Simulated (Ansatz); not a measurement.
# Ionic part of the dielectric constant of NaH at 2 GPa, mode by mode

All numbers below come from DFT PBEsol, scalar-relativistic, plane waves, PAW in Ansatz 0.2.0. Settings: 420 eV plane-wave cutoff, Γ-centred 8×8×8 mesh, fixed occupations. No spin polarisation. Phonons by linear response, acoustic sum rule imposed.

The structure is cubic, space group Fm-3m (No. 225). The conventional cell has a = 4.677 Å, b = 4.677 Å, c = 4.677 Å, α = 90.00°, β = 90.00°, γ = 90.00°. Na (site symmetry m-3m) has 6 H at 2.34 Å as nearest neighbours. H (site symmetry m-3m) is surrounded by 6 Na at 2.34 Å.

The primitive cell has V = 25.57 Å³ and ε∞,yy = 3.260. Each polar mode adds Δε = (4.92064×10⁷/V)·S/ν² along y, with S its oscillator strength in e²/amu, ν in cm⁻¹ and V in Å³.

Problem. From these modes, find each Δε and ε0,yy.
| ν (cm⁻¹) | S_yy (e²/amu) |
| --- | --- |
| 591.8 | 0.9105 |

Solution.
| ν (cm⁻¹) | Δε |
| --- | --- |
| 591.8 | 5.00 |

The sum is 5.002, so ε0,yy = 8.26; the run's tensor has 8.26.

Problem. Where do the longitudinal modes lie for a wave vector along y?

Solution. At 942 cm⁻¹. The Lyddane–Sachs–Teller product Π(ν_LO/ν_TO)² = 2.53 matches ε0/ε∞ = 2.53.

Cost: 1 run of about 0.37 core-minutes, on Arm Neoverse N1 (shared hosts).